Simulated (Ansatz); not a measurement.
Runs of Ansatz 0.2.0 on TePt. It takes space group R-3m (No. 166, trigonal). The conventional cell has a = 3.963 Å, b = 3.963 Å, c = 19.983 Å, α = 90.00°, β = 90.00°, γ = 120.00°. Pt (site symmetry 3m) is surrounded by 3 Te at 2.59 Å and 3 Pt at 2.72 Å. Te (site symmetry 3m) has 3 Pt at 2.59 Å as nearest neighbours. 

| task | level | potentials or basis | cutoff (eV) | basis error allowed | pressure (GPa) | V0 of scaled cells (Å³/atom) | B0 (GPa) | largest force (eV/Å) |
| --- | --- | --- | --- | --- | --- | --- | --- | --- |
| equation of state | LDA | all-electron LAPW, scalar-relativistic | - | 0.002 eV/atom | - | 22.17 | (b) | - |
| equation of state | PBEsol | all-electron LAPW, scalar-relativistic | - | 0.001 eV/atom | - | (a) | 132 | - |
| band structure | LDA | all-electron LAPW, scalar-relativistic | 288 | 0.002 eV/atom | -2.8 | - | - | 0.21 |
| band structure | PBEsol | all-electron LAPW, inner shells corrected to Dirac's equation | 288 | 0.002 eV/atom | -0.3 | - | - | 0.19 |
| band structure | PBEsol | all-electron PAW datasets made for the crystal | 260 | - | -0.3 | - | - | 0.19 |
| band structure | PBEsol | all-electron LAPW, scalar-relativistic | 288 | 0.002 eV/atom | -0.3 | - | - | 0.19 |
| band structure | PBEsol | all-electron LAPW, non-relativistic | 287 | 0.002 eV/atom | 11.6 | - | - | (c) |
| single point | PBEsol | all-electron LAPW, scalar-relativistic | 311 | 0.001 eV/atom | -0.3 | - | - | 0.19 |

Alike in all rows: no spin polarisation; cell as given; k mesh 8 × 8 × 8; smearing fermi-dirac 0.05 eV.

Task: Estimate the missing entries.

Result: (a) 22.59; (b) 140; (c) 1.35.

Caveats: the cell was scaled at fixed shape and fractional positions, which overstates the stiffness of a crystal with free parameters, most of all of layers and chains (some runs); relativity is left out, which matters for the heavier elements (some runs); forces of over 1 eV/Å show positions far from the minimum, so gaps and moduli don't describe the material at rest (some runs).

Not every run made on this cell is shown here.
